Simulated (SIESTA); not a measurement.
## Pb under changes of volume

One of the cells (31.654 Å³/atom); the others are scaled copies at fixed shape and fractional positions:

```
Pb
1.0
    -1.99277    1.99277    1.99277
     1.99277   -1.99277    1.99277
     1.99277    1.99277   -1.99277
Pb
1
Cartesian
  0.0000 0.0000 0.0000
```

This isn't the form of Pb at room conditions, which is fcc.

| Item | Value |
| --- | --- |
| Program | SIESTA 5.4.2 |
| Functional | PBE |
| Potentials or basis | PseudoDojo 0.4 standard (PBE files) |
| Basis | DZP (energy shift 0.002 Ry) |
| Grid cutoff | 500 Ry |
| Energy shift | 0.002 Ry |
| k mesh | 9 × 9 × 9 |
| Occupations | fermi-dirac, width 0.05 eV |
| Spin | no spin polarisation |

| volume (Å³/atom) | energy over the lowest point (meV/atom) | pressure (GPa) |
| --- | --- | --- |
| 29.172 | 38.18 | 4.9 |
| 29.792 | ? | ? |
| 30.413 | 11.00 | 2.4 |
| 31.654 | 0.23 | 0.6 |
| 32.275 | 0.00 | -0.1 |
| 32.896 | 2.02 | -0.7 |

Task: What does the run at 29.792 Å³/atom give?

Result: Energy over the lowest point 22.05 meV/atom; pressure 3.5 GPa.

Worked out: A Birch-Murnaghan fit of order 3 (a polynomial in V^(-2/3)) to the other rows has its minimum at 32.06 Å³/atom with B0 = V·E''(V) = 37 GPa and B' = 6.8. It gives 22.20 meV/atom at 29.792 Å³/atom, against the run's 22.05, and -dE/dV = 3.5 GPa, against 3.5.

Energies are extrapolated to zero smearing.

Caveats: semicore shells carry a single zeta, which can move pressures by several GPa and volumes by a few percent; the basis of atomic orbitals isn't converged, which shifts pressures, moduli and gaps.
